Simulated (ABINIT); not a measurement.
Runs of ABINIT 10.8.3 (patched build) on SnSe. It takes space group Fm-3m (No. 225, cubic). The conventional cell has a = 6.020 Å, b = 6.020 Å, c = 6.020 Å, α = 90.00°, β = 90.00°, γ = 90.00°. Sn (site symmetry m-3m) has 6 Se at 3.01 Å as nearest neighbours. Around Se (site symmetry m-3m) lie 6 Sn at 3.01 Å. Measurements of this composition are mostly on another form, of space group No. 62.

```tsv
task	level	potentials or basis	spin	k mesh	cutoff (eV)	fine-grid cutoff	dispersion computed by	mesh quality	gap on the mesh (eV)
single point	r2SCAN	JTH PAW PBE v2.0	off	10 × 10 × 10	490	979.61 eV	-	not flagged	0.47
band structure	RPBE	JTH PAW PBE v2.0	off	8 × 8 × 8	408	816.342 eV	-	not flagged	0.54
band structure	SCAN	JTH PAW PBE v2.0	off	8 × 8 × 8	490	979.61 eV	-	not flagged	0.49
band structure	HCTH407	JTH PAW PBE v2.0	off	8 × 8 × 8	408	816.342 eV	-	not flagged	0.27
band structure	AM05	JTH PAW PBE v2.0	off	8 × 8 × 8	408	816.342 eV	-	not flagged	(b)
band structure	HCTH407	JTH PAW PBE v2.0	SOC, no magnetisation	8 × 8 × 8	408	816.342 eV	-	not flagged	(a)
single point	PBEsol	JTH PAW PBE v2.0	off	10 × 10 × 10	408	816.342 eV	-	not flagged	0.52
```

Alike in all rows: cell as given; smearing fermi-dirac 0.05 eV.

Q: Estimate the missing entries.

A: (a) 0.34; (b) 0.60.

Caveats: spin-orbit coupling is left out, which moves the levels of the heavy elements (some runs).

A k mesh can miss the band edges, and rows without SOC leave out spin-orbit coupling on Se, Sn.

Runs at the PBE level aren't shown here.
